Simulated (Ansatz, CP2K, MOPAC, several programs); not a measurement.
Energy against volume for AlGa3As4 as one 8-atom ordering (P-43m) on the zincblende lattice, at fixed shape and fractional coordinates, computed by several methods (PBE and r2SCAN, where shown, with plane waves in Ansatz); the cell shown is that of r2SCAN. With free coordinates or axes held, a curve is too stiff, and on another method's shape its minimum isn't the method's own volume. The symmetry is P-43m (No. 215, cubic); conventional cell a = 5.670 Å, 22.79 Å³ an atom. Al is surrounded by 4 As at 2.45 Å; As is surrounded by 1 Al at 2.45 Å and 3 Ga at 2.46 Å; Ga is surrounded by 4 As at 2.46 Å. Simulation only: spin-unpolarised, and no claim that this is the phase found in nature. Energies count from each curve's lowest point; fits are third-order Birch-Murnaghan.

```yaml
crystal:
  lattice:
    - [5.67003, 0.00000, 0.00000]
    - [0.00000, 5.67003, 0.00000]
    - [0.00000, 0.00000, 5.67003]
  atoms:
    - { symbol: Al, position: [0.00000, 0.00000, 0.00000] }
    - { symbol: As, position: [0.24974, 0.24974, 0.24974] }
    - { symbol: Ga, position: [0.50000, 0.50000, 0.00000] }
    - { symbol: As, position: [0.75026, 0.75026, 0.24974] }
    - { symbol: Ga, position: [0.50000, 0.00000, 0.50000] }
    - { symbol: As, position: [0.75026, 0.24974, 0.75026] }
    - { symbol: Ga, position: [0.00000, 0.50000, 0.50000] }
    - { symbol: As, position: [0.24974, 0.75026, 0.75026] }
```

PBE/SZV (CP2K), on the shape of the cell shown:
```tsv
V (Å³/atom)	E (meV/atom)
20.052	244.11
21.419	103.92
22.786	31.78
24.153	0.00
25.520	1.64
```
The points scatter about a smooth fit, so no fit is quoted.

r2SCAN, on the shape of its own relaxed cell:

| V (Å³/atom) | E (meV/atom) |
| --- | --- |
| 21.419 | 21.02 |
| 22.102 | 4.96 |
| 22.786 | 0.00 |
| 23.470 | 4.48 |
| 24.153 | 16.94 |

V₀ = 22.78 Å³ an atom and B₀ = 73 GPa.

light PBE (260 eV, its own mesh), on the shape of the cell shown:

| V (Å³/atom) | E (meV/atom) |
| --- | --- |
| 20.963 | 61.14 |
| 21.875 | 54.03 |
| 22.786 | 0.00 |
| 23.697 | 20.46 |
| 24.609 | 37.27 |
| 25.520 | 48.46 |

The points scatter about a smooth fit, as a low cutoff and a light mesh can make them, so no fit is quoted.

PBE/DZVP (CP2K), on the shape of the cell shown:

| V (Å³/atom) | E (meV/atom) |
| --- | --- |
| 20.052 | 164.99 |
| 21.419 | 58.32 |
| 22.786 | 12.16 |
| 24.153 | 0.00 |
| 25.520 | 16.21 |

The points scatter about a smooth fit, so no fit is quoted.

Question: PM7 (MOPAC), on the shape of the cell shown, as a cluster of 64 atoms at the zone centre, gives

| V (Å³/atom) | E (meV/atom) |
| --- | --- |
| 20.052 | 157.43 |
| 21.419 | 36.94 |
| 22.786 | 0.00 |
| 24.153 | 22.66 |
| 25.520 | 90.28 |

What equilibrium volume and bulk modulus follow?

Answer: V₀ = 22.88 Å³ an atom and B₀ = 115 GPa.
